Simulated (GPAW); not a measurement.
Runs of GPAW 26.7.0 on AlN. The structure is hexagonal, space group P6_3mc (No. 186). The conventional cell has a = 3.113 Å, b = 3.113 Å, c = 4.981 Å, α = 90.00°, β = 90.00°, γ = 120.00°. Al (site symmetry 3m) is surrounded by 4 N at 1.89 Å. Around N (site symmetry 3m) lie 4 Al at 1.89 Å. 

```tsv
task	level	potentials or basis	cell	k mesh	cutoff (eV)	maxiter	optimizer	fmax	max steps	target pressure	other keys	gap on the mesh (eV)	pressure (GPa)	largest force (eV/Å)
single point	PBE	GPAW PAW data sets (gpaw-data 1.2.1), pw	as given	15 × 15 × 9	800	80	-	-	-	-	several, not listed	4.23	4.6	0.13
relaxation of cell and atoms	PBEsol+D3(BJ)	PAW data sets generated in the run's folder for this functional, pw	relaxed to 5 GPa	7 × 7 × 4	800	150	FIRE	0.02 eV/Å	100	5 GPa	-	(a)	4.9	0.02
single point	PBE	GPAW PAW data sets (gpaw-data 1.2.1), pw	as given	7 × 7 × 4	1200	80	-	-	-	-	several, not listed	4.23	5.2	0.13
relaxation of cell and atoms	PBE	GPAW PAW data sets (gpaw-data 1.2.1), pw	relaxed	7 × 7 × 4	800	150	BFGS	0.01 eV/Å	100	-	-	4.01	0.0	0.01
```

Alike in all rows: no spin polarisation; smearing fermi-dirac 0.05 eV.

Problem. Fill in the values left out.

Solution. (a) 4.42.

Caveats: later steps reuse the first step's grids (some runs); an odd mesh through Γ misses points on the zone boundary, where band edges often lie (some runs).
